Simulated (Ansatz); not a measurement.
TiCo: energy along a strain

TiCo, Pm-3m, a = 2.986 Å (as given, not relaxed at this level: -7.6 GPa). The structure is a Materials Project entry; whether it is the stable form wasn't checked. Ansatz: PBEsol, PAW, 420 eV, Γ-centred 16×16×16 mesh on 2 atoms, Gaussian smearing 0.15 eV; collinear spin, largest moment 0.9 μB. Cell vectors (Å): 2.986 0.000 0.000; 0.000 2.986 0.000; 0.000 0.000 2.986. The cell is strained by x per cent times the pattern (0 1 0 0 0 0) in the order xx yy zz yz xz xy (engineering shears), with fractional coordinates held. y is the free energy over the start, V0 = 13.313 Å³/atom.

```
x (%) y (meV/atom)
-6.00             ?
-4.50         -9.54
-3.00        -10.58
-1.50         -7.35
 0.00          0.00
 1.50         11.53
 3.00         27.11
 4.50         46.37
 5.25         57.25
 6.00         68.91
```

Problem. Fit y = c1 x + c2 x² + c3 x³ to the other rows, get the stiffness along the pattern, and predict the missing energy.

Solution. Least squares on the rows shown. y = 6.3754 x + 0.90878 x² − 0.0090818 x³. The clamped-ion stiffness p·C·p = 2 × 9.088 eV × 160.2 / 13.313 Å³ = 219 GPa, which is C22 in these axes (C11 of the cubic crystal) (second derivative at the start, which stands under stress). At x = -6.00 the fit asked for gives -3.57 meV/atom. The run gave -5.64 meV/atom, so the fit is 2.07 meV/atom too high, 2.6 % of the span of the series, against an rms of 0.09 meV/atom on the fitted rows. The row lies outside the fitted range. With a term in x⁴ added, a fit to the same known rows predicts -4.56 meV/atom, which recovers part of the miss; the known rows don't hold the rest. The records add, with no proof that it causes the miss: the moment goes from 0.55 to 0.00 μB between the run one row down and this one.